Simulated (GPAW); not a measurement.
## AlN in GPAW: the effect of kernel

AlN:

```
Al N
1.0
     0.00000    2.18399    2.18399
     2.18399    0.00000    2.18399
     2.18399    2.18399    0.00000
Al N
1 1
Direct
  0.00000 0.00000 0.00000
  0.25000 0.25000 0.25000
```

Measurements of this composition are mostly on another form, of space group No. 186.

Alike in all runs:

```yaml
Program: GPAW 26.7.0
Task: dielectric tensor
Functional: PBE
Potentials_or_basis: GPAW PAW data sets (gpaw-data 1.2.1)
Cutoff: 550 eV
Basis: pw
k_mesh: 8 × 8 × 8
Occupations: fermi-dirac, width 0.001 eV
Spin: no spin polarisation
```

```csv
kernel,dielectric constant (mean)
RPA,?
ALDA,4.56
Bootstrap,5.11
LR0.1,4.46
LR0.2,4.56
LR0.3,4.67
```

**Question.** What does the run with kernel RPA give?

**Answer.** Dielectric constant 4.36 mean.

Caveats: the long-wavelength limit can be off by a per cent or two.
